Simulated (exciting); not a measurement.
# As (P-1) in exciting: reference runs

Reference runs on As: the cell as given.

Program: exciting (release sodium). These are calculated values, not measurements. Logs are shortened: lines on timing, memory, paths and dates and some standing lists are left out, and cuts for length are marked.

### Step 1. The structure

The typed cell holds 1 atom: a = 2.999 Å, b = 2.598 Å, c = 2.582 Å, α = 78.73°, β = 76.84°, γ = 93.49°.

### Step 2. Single point, PBEsol

input.xml reads:

```xml
<input>
  <title>As</title>
  <structure speciespath="./" tshift="false">
    <crystal scale="1">
      <basevect>5.630401949690 -0.190137798694 0.611838441507</basevect>
      <basevect>-0.190137798694 4.881186919581 0.494889641134</basevect>
      <basevect>0.611838441507 0.494889641134 4.816065218778</basevect>
    </crystal>
    <species speciesfile="As.xml" rmt="2">
      <atom coord="0.500000000000 0.500000000000 0.500000000000"/>
    </species>
  </structure>
  <groundstate do="fromscratch" ngridk="9 10 11" rgkmax="9" gmaxvr="14" lmaxapw="10" lmaxmat="10" lmaxvr="8" xctype="GGA_PBE_SOL" stype="Fermi Dirac" swidth="0.00183747" nempty="8" ValenceRelativity="iora*" epsengy="1e-05" epspot="1e-05" maxscl="60" tforce="true" outputlevel="normal"/>
</input>
```

Potentials or basis: all-electron LAPW+lo, shipped species files, valence relativity iora*.

Command:

```sh
OMP_NUM_THREADS=1 exciting_smp
```

INFO.OUT:

```text
================================================================================
EXCITING SODIUM started
[... 10 lines left out ...]

 Lattice vectors (cartesian) :
      5.6304019497     -0.1901377987      0.6118384415
     -0.1901377987      4.8811869196      0.4948896411
      0.6118384415      0.4948896411      4.8160652188

 Reciprocal lattice vectors (cartesian) :
      1.1342675447      0.0594120658     -0.1502037182
      0.0594120658      1.3038887988     -0.1415328934
     -0.1502037182     -0.1415328934      1.3382561461

 Unit cell volume                           :     128.8646488479
 Brillouin zone volume                      :       1.9248895307

 Species :    1 (As)
     parameters loaded from                 :    As.xml
     name                                   :    arsenic
     nuclear charge                         :     -33.00000000
     electronic charge                      :      33.00000000
     atomic mass                            :  136573.72190000
     muffin-tin radius                      :       2.00000000
     # of radial points in muffin-tin       :     350

     atomic positions (lattice) :
       1 :   0.50000000  0.50000000  0.50000000

 Total number of atoms per unit cell        :       1

 Spin treatment                             :    spin-unpolarised

 Number of Bravais lattice symmetries       :       2
 Number of crystal symmetries               :       2

 k-point grid                               :       9   10   11
 Total number of k-points                   :     496
 k-point set is reduced with crystal symmetries

 R^MT_min * |G+k|_max (rgkmax)              :       9.00000000
 Species with R^MT_min                      :       1 (As)
 Maximum |G+k| for APW functions            :       4.50000000
 Maximum |G| for potential and density      :      14.00000000

 G-vector grid sizes                        :      27    24    24
 Total number of G-vectors                  :    5979

 Maximum angular momentum used for
     APW functions                          :      10
     computing H and O matrix elements      :      10
     potential and density                  :       8
     inner part of muffin-tin               :       2

 Total nuclear charge                       :     -33.00000000
 Total electronic charge                    :      33.00000000
 Total core charge                          :      18.00000000
 Total valence charge                       :      15.00000000

 Number of empty states                     :       8
 Total number of valence states             :      16

 Maximum Hamiltonian size                   :     224
 Maximum number of plane-waves              :     210
 Total number of local-orbitals             :      14

 Exchange-correlation type                  :      22
[... 23 lines left out ...]
+ SCF iteration number :    1                                                  +
++++++++++++++++++++++++++++++++++++++++++++++++++++++++++++++++++++++++++++++++
 Total energy                               :     -2258.80189479
 _______________________________________________________________
 Fermi energy                               :         0.29668220
 Kinetic energy                             :      2310.62473694
 Coulomb energy                             :     -4487.17958464
 Exchange energy                            :       -80.39015401
 Correlation energy                         :        -1.85689308

 DOS at Fermi energy (states/Ha/cell)       :        13.96322792

 Electron charges :
     core                                   :        18.00000000
     core leakage                           :         0.00163713
     valence                                :        15.00000000
     interstitial                           :         2.73681311
     charge in muffin-tin spheres :
                  atom     1    As          :        30.26318689
     total charge in muffin-tins            :        30.26318689
     total charge                           :        33.00000000
[... 294 lines left out ...]
 Electron charges :
     core                                   :        18.00000000
     core leakage                           :         0.00162252
     valence                                :        15.00000000
     interstitial                           :         2.72763381
     charge in muffin-tin spheres :
                  atom     1    As          :        30.27236619
     total charge in muffin-tins            :        30.27236619
     total charge                           :        33.00000000

 RMS change in effective potential (target) :  0.669358E-08  ( 0.100000E-04)
 Absolute change in total energy   (target) :  0.737585E-06  ( 0.100000E-04)
 Charge distance                   (target) :  0.488566E-08  ( 0.100000E-04)
 Abs. change in max-nonIBS-force   (target) :   0.00000      ( 0.500000E-04)

++++++++++++++++++++++++++++++++++++++++++++++++++++++++++++++++++++++++++++++++
| Convergency criteria checked for the last 2 iterations                       +
| Convergence targets achieved. Performing final SCF iteration                 +
++++++++++++++++++++++++++++++++++++++++++++++++++++++++++++++++++++++++++++++++
 Total energy                               :     -2259.50029330
 _______________________________________________________________
 Fermi energy                               :         0.29212867
 Kinetic energy                             :      2310.10193197
 Coulomb energy                             :     -4487.34003653
 Exchange energy                            :       -80.40527618
 Correlation energy                         :        -1.85691257

 DOS at Fermi energy (states/Ha/cell)       :        15.75200374

 Electron charges :
     core                                   :        18.00000000
     core leakage                           :         0.00162252
     valence                                :        15.00000000
     interstitial                           :         2.72763387
     charge in muffin-tin spheres :
                  atom     1    As          :        30.27236613
     total charge in muffin-tins            :        30.27236613
     total charge                           :        33.00000000

++++++++++++++++++++++++++++++++++++++++++++++++++++++++++++++++++++++++++++++++
+ Self-consistent loop stopped                                                 +
++++++++++++++++++++++++++++++++++++++++++++++++++++++++++++++++++++++++++++++++
 STATE.OUT is written

--------------------------------------------------------------------------------
- Writing atomic positions and forces                                          -
--------------------------------------------------------------------------------

 Atomic positions (lattice) :
 atom     1  As  :     0.50000000    0.50000000    0.50000000

 Total atomic forces including IBS (cartesian) :
 atom     1  As  :     0.00000000    0.00000000    0.00000000

 Atomic force components including IBS (cartesian) :
 atom     1  As  :     0.00000000    0.00000000    0.00000000   HF force
                 :     0.00000000    0.00000000    0.00000000   core correction
                 :     0.00000000    0.00000000    0.00000000   IBS correction

********************************************************************************
[... 7 lines left out ...]
| EXCITING SODIUM stopped                                                      =
================================================================================
```

Run time: 6.3 min. Hardware: 1 thread of Arm Neoverse N1, shared host; peak memory 0.1 GiB.

What came out:

- Free energy: -61484.1399 eV
- Band gap on the k mesh: none (metal or under the smearing width)
- All electrons inside the program's atomic spheres: As 30.27 (radii As 2.0 bohr)

Levels at points of the mesh, in eV from the Fermi level:
```csv
k point,band 5,band 6,band 7,band 8,band 9,band 10,band 11,band 12
"(0.00, 0.00, 0.00)",-35.97,-15.35,1.48,5.84,6.71,7.30,10.69,13.27
"(0.00, 0.50, 0.00)",-35.96,-11.21,-7.25,4.02,7.82,9.82,12.66,13.44
```

Caveat: the log's total energy holds no entropy term; the free energy is that total less TS from the occupations.
